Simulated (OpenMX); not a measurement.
Crystal: MnS.

```
Mn S
1.0
     0.00000    2.80000    2.80000
     2.80000    0.00000    2.80000
     2.80000    2.80000    0.00000
Mn S
1 1
Direct
  0.00000 0.00000 0.00000
  0.75000 0.75000 0.75000
```

Base run:

* Program: OpenMX 3.8.5
* Functional: PBE
* Potentials or basis: OpenMX 2013 PBE set, Mn6.0-s3p2d2, S7.0-s2p2d1f1, grid cutoff 400 Ry
* k mesh: 7 × 7 × 7
* Occupations: fermi-dirac, width 0.05 eV
* Spin: collinear spin, ferromagnetic start
* Starting moments: [4.0, 0.0] μB
* Hubbard terms: Mn U = 2 eV

Its results: band gap on the k mesh 0.73 eV, indirect (least direct gap 1.37 eV); net moment 5.00 μB per cell; site moments Mn +4.92; S +0.08 μB.

Q: The run is repeated on the same cell with these changes: hubbard terms from Mn U = 2 eV to Mn U = 8 eV. What comes out?

A: Band gap on the k mesh 1.91 eV, direct; net moment 5.00 μB per cell; site moments Mn +5.31; S -0.31 μB.

Caveats: U acts on the first radial function of the shell alone, so its value doesn't carry over to other programs; the basis of atomic orbitals isn't converged, which shifts pressures, moduli and gaps; a cell with one magnetic atom can't hold antiferromagnetic order, which such compounds often take; an odd mesh through Γ misses points on the zone boundary, where band edges often lie (some runs).
